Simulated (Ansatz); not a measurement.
The cell is a 3-atom cell of PtS2 started from a crystallographic database; cell and atoms were relaxed with r2SCAN+rVV10. The symmetry is P-3m1 (No. 164, trigonal); a = 3.553 Å, c = 5.123 Å in the conventional setting, 18.66 Å³ an atom. Pt has 6 S at 2.39 Å; S has 3 Pt at 2.39 Å.

```
Pt S
1.0
     3.55262    0.00000    0.00000
    -1.77631    3.07666    0.00000
     0.00000    0.00000    5.12283
Pt S
1 2
Direct
  0.00000 0.00000 0.00000
  0.33333 0.66667 0.23925
  0.66667 0.33333 0.76075
```

The questions ask for values computed with Ansatz on this geometry. (Simulation; no magnetic order is allowed.)

Given (12×12×6 mesh): The r2SCAN gap is indirect, 0.79 eV (k = (0, 0.169, 0.188) to k = (0, 0.281, 0.299)), below the direct gap of 1.11 eV at k = (0, 0.281, 0.299).

Problem. What does PBE+SOC give for the gap (12×12×6 mesh)?

Solution. With PBE+SOC the valence top lies at k = (0, 0.169, 0.188) and the conduction bottom at k = (0, 0.281, 0.299), 0.67 eV higher; the smallest vertical gap, at k = (0, 0.281, 0.299), is 0.96 eV. The gap differs by -0.12 eV from r2SCAN's.

Problem. How does the gap change from r2SCAN to DDH-PBE0 (6×6×4)?

Solution. DDH-PBE0 gives an indirect gap of 0.91 eV, from k = (0, 0.169, 0.188) to k = (0, 0.281, 0.299); the least direct gap is 1.22 eV at k = (0, 0.281, 0.299). The share of exact exchange is 0.060. The gap differs by +0.12 eV from r2SCAN's.

Problem. Estimate the gap with r2SCAN0 on 6×6×4.

Solution. The r2SCAN0 gap is indirect, 1.93 eV (Γ to k = (0, 0.281, 0.299)), below the direct gap of 2.42 eV at k = (0, 0.281, 0.299). The gap differs by +1.14 eV from r2SCAN's.

Problem. How strongly does the crystal screen a field with clamped ions (r2SCAN)?

Solution. ε∞: 17.48 along x and y, 9.89 along z. Born charges, averaged over directions: Pt +2.07, S -1.03 e.

Problem. What do these levels agree on?

Solution. All these functionals give a gap of the same kind, indirect.

Only the levels marked +SOC include spin-orbit coupling.

Where an edge lies off the special points, it is a point of the mesh or the k point where a search put PBE's edge or least direct gap, reused for the other functionals, whose own edges may lie a little apart.

Coordinates of k points refer to the reciprocal vectors of the primitive cell of the runs.

The meshes of the hybrids are coarse, so their gaps aren't converged to the digits shown.

PBE's own run along the path (0.71 eV) came before the search for the edges and missed one, so it isn't listed.
